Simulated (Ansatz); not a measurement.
HgSe, DFT, PBEsol, PAW with Ansatz's default frozen-core files, scalar-relativistic (Ansatz 0.2.0), run on 1 thread of AMD EPYC 7R43 64-Core Processor (Zen 3) on a shared host.

Structure from Materials Project entry mp-820 (possibly hypothetical), not relaxed further. The listed cell was then made from it by scaling, straining or moving an atom.

Command: `ansatz run input.yaml --threads 1 --pin off --max-ram 2048MiB --backend cpu --events-out ev --progress --plain --runs-dir out`

```yaml
crystal:
  lattice:
    - [0.0, 3.0703052348, 3.0703052348]
    - [3.0703052348, 0.0, 3.0703052348]
    - [3.0703052348, 3.0703052348, 0.0]
  atoms:
    - { symbol: Hg, position: [0.0, 0.0, 0.0] }
    - { symbol: Se, position: [0.25, 0.25, 0.25] }
kpoints:
  mp_grid: { grid: [10, 10, 10] }
scf:
  occupations: { method: fermi_dirac, width: 0.05 }
hamiltonian:
  xc: pbesol
  pseudopotentials: { kind: paw }
output:
  forces: true
  stress: true
  eigenvalues: true
  efg: { contact_densities: true }
```

How large is the problem that the program sets up?

47 irreducible k-points, 1139 plane waves at Γ, 22 bands.

Estimate the wall time and the peak memory.

4.3 s of wall time for 6 SCF iterations, with a peak of 0.47 GiB. Times on shared machines scatter by tens of per cent.

And the same cell and mesh by all-electron LAPW, asked for forces, stress, eigenvalues, on the same hardware?

38 s, peak memory 0.47 GiB.
